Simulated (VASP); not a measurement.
# H: molecular dynamics with a thermostat

H, Cmce (no. 64), 16 atoms in the cell. PBE, molecular dynamics; PAW potentials H (PBE set).

Ensemble: Nose-Hoover; Target temperature (K): 1600.

## Input

INCAR:
```
GGA = PE
PREC = Normal
ENCUT = 250
EDIFF = 1E-6
NELMIN = 4
NELM = 60
ALGO = Fast
LREAL = Auto
LASPH = True
ISMEAR = -1
SIGMA = 0.069
ISYM = 0
LWAVE = False
LCHARG = False
IBRION = 0
NSW = 60
POTIM = 0.5
TEBEG = 1600
ISIF = 2
RANDOM_SEED = 882824 0 0
MDALGO = 2
SMASS = 0
KPAR = 2
```

KPOINTS:
```
k-points
0
Gamma
  2 3 2
```

POSCAR:
```
H
1.0
    5.2469627598      0.0000000000      0.0000000000
    0.0000000000      5.1338096336      0.0000000000
    0.0000000000      0.0000000000      8.2836360000
H
16
Direct
    0.5000000000      0.4532956300      0.4657455550
    0.5000000000      0.4532956300      0.9657455550
    0.5000000000      0.9532956300      0.2842544450
    0.5000000000      0.9532956300      0.7842544450
    0.5000000000      0.0467043700      0.2157455550
    0.5000000000      0.0467043700      0.7157455550
    0.5000000000      0.5467043700      0.0342544450
    0.5000000000      0.5467043700      0.5342544450
    0.0000000000      0.9532956300      0.4657455550
    0.0000000000      0.9532956300      0.9657455550
    0.0000000000      0.4532956300      0.2842544450
    0.0000000000      0.4532956300      0.7842544450
    0.0000000000      0.5467043700      0.2157455550
    0.0000000000      0.5467043700      0.7157455550
    0.0000000000      0.0467043700      0.0342544450
    0.0000000000      0.0467043700      0.5342544450
```

Commands:
```
cat potpaw_PBE.64/H/POTCAR > POTCAR
mpirun -np 2 vasp_std > vasp.out
```

## Result

- Mean temperature (K): 1568
- Rise of the mean potential energy above the start (meV/atom): 41.3
- Electronic steps per ionic step after the first: 6.5

Course of the run:

| Time (fs) | Temperature (K) | Potential energy less the first (meV/atom) |
|---|---|---|
| 0 | 1595 | 0.0 |
| 3 | 1504 | 16.5 |
| 5 | 1376 | 43.7 |
| 8 | 1717 | 25.3 |
| 10 | 1799 | 36.5 |
| 12 | 1933 | 24.1 |
| 14 | 1442 | 75.2 |
| 16 | 1851 | 13.9 |
| 18 | 1453 | 49.4 |
| 21 | 1252 | 60.4 |
| 23 | 1308 | 56.1 |
| 26 | 1514 | 49.8 |
| 28 | 1793 | 31.0 |
| 30 | 1409 | 95.5 |

REPORT:
```
MDALGO =   2
               SCALING =       0
                 CNEXP =     9.000   14.000
           RANDOM_SEED =            882824                0                0

   original number of atomic DOF:         45
   number of independent constraints:      0
   number of active DOF:                  45

========================================
         MD step No.       1
========================================

  Atomic velocities initialized by STEP_tb

  >Energies
                    E_tot             E_pot             E_kin               EPS                ES
   e_b>   -0.50619368E+02   -0.53711304E+02    0.30919363E+01    0.00000000E+00    0.00000000E+00

  >Temperature
               T_sim     T_inst
   tmprt>   1600.000   1594.676

  >Thermostat:
           s(n+1) sdot(n+1)      s(n)   sdot(n)        Qs
   s_b>  -0.00004  -0.00008   0.00000   0.00000   0.04406

           RANDOM_SEED =            882824               96                0

[... steps left out ...]

========================================
         MD step No.      60
========================================

  >Energies
                    E_tot             E_pot             E_kin               EPS                ES
   e_b>   -0.50584407E+02   -0.52182837E+02    0.27315666E+01    0.26615455E-01   -0.11597523E+01

  >Temperature
               T_sim     T_inst
   tmprt>   1600.000   1408.814

  >Thermostat:
           s(n+1) sdot(n+1)      s(n)   sdot(n)        Qs
   s_b>  -0.19780  -0.01147  -0.18692  -0.01029   0.04406

           RANDOM_SEED =            882824               96                0
```

OSZICAR:
```
N       E                     dE             d eps       ncg     rms          rms(c)
DAV:   1    -0.186208931227E+02   -0.18621E+02   -0.34235E+03   272   0.375E+02
DAV:   2    -0.560751116948E+02   -0.37454E+02   -0.36954E+02   384   0.966E+01
DAV:   3    -0.581820290685E+02   -0.21069E+01   -0.21043E+01   353   0.221E+01
DAV:   4    -0.581919328097E+02   -0.99037E-02   -0.99033E-02   314   0.183E+00
DAV:   5    -0.581919904244E+02   -0.57615E-04   -0.57614E-04   345   0.130E-01    0.127E+01
RMM:   6    -0.551206590247E+02    0.30713E+01   -0.11034E+00   272   0.458E+00    0.710E+00
RMM:   7    -0.536780300553E+02    0.14426E+01   -0.30920E+00   274   0.814E+00    0.853E-01
RMM:   8    -0.537244711956E+02   -0.46441E-01   -0.14917E-01   272   0.234E+00    0.696E-01
RMM:   9    -0.537105922196E+02    0.13879E-01   -0.41692E-02   272   0.115E+00    0.447E-02
RMM:  10    -0.537112212254E+02   -0.62901E-03   -0.42660E-03   272   0.449E-01    0.343E-02
RMM:  11    -0.537112858462E+02   -0.64621E-04   -0.58879E-04   272   0.169E-01    0.794E-03
RMM:  12    -0.537113030684E+02   -0.17222E-04   -0.82814E-05   272   0.566E-02    0.138E-02
[... left out ...]
[... last step whole ...]
       N       E                     dE             d eps       ncg     rms          rms(c)
DAV:   1    -0.521822143138E+02    0.54601E-01   -0.89988E-03   348   0.146E+00    0.471E-02
RMM:   2    -0.521827646569E+02   -0.55034E-03   -0.55250E-03   272   0.505E-01    0.250E-02
RMM:   3    -0.521828267200E+02   -0.62063E-04   -0.41644E-04   272   0.142E-01    0.226E-02
RMM:   4    -0.521828313745E+02   -0.46545E-05   -0.47789E-05   272   0.482E-02    0.145E-02
RMM:   5    -0.521828388294E+02   -0.74550E-05   -0.18819E-05   272   0.247E-02    0.794E-03
RMM:   6    -0.521828370064E+02    0.18231E-05   -0.28228E-06   235   0.945E-03    0.263E-03
RMM:   7    -0.521828369513E+02    0.55085E-07   -0.19189E-06   219   0.637E-03
     60 T=  1409. E= -.50584407E+02 F= -.52182837E+02 E0= -.52182837E+02  EK= 0.27316E+01 SP= -.12E+01 SK= 0.27E-01
```

Limits: 30 fs of 16 atoms are too short for converged averages; the cell is only 5.1 Å across, so each atom moves in step with near copies of itself.

VASP 6.6.1 took 126 s on 2 cores (Intel Xeon Platinum 8559C (Emerald Rapids)), a shared host.
